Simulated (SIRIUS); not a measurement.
# Ta in SIRIUS: convergence with density tol

Crystal: Ta.

```
Ta
1.0
    -1.65128    1.65128    1.65128
     1.65128   -1.65128    1.65128
     1.65128    1.65128   -1.65128
Ta
1
Direct
  0.00000 0.00000 0.00000
```

* Program: SIRIUS 7.10.0
* Task: single point
* Functional: PBEsol
* Potentials or basis: GBRV 1.5 PBEsol (ultrasoft)
* Cutoff: 557 eV
* Density cutoff: 5442 eV
* k mesh: 11 × 11 × 11
* Occupations: fermi-dirac, width 0.05 eV
* Spin: no spin polarisation

These are the settings of the first run; the series varies density tol, with any setting tied to it.

Hardware: 1 thread of Arm Neoverse V1, on a shared host.

```tsv
density tol	energy less the tightest run, at zero smearing (meV/atom)	SCF cycles	CPU time (s)	peak memory (GiB)
0.01	0.00	12	14	0.26
0.001	0.00	12	14	0.26
0.0001	0.00	12	14	0.26
1e-05	0.00	12	14	0.26
1e-06	0.00	12	14	0.26
1e-07	0.00	12	14	0.26
```

Against the tightest run, the energy stays within 1 meV/atom from 0.01 on. The tightest run that finished is the yardstick and may itself not be fully converged.

The run has no spin-orbit coupling, so splittings on Ta are missing.
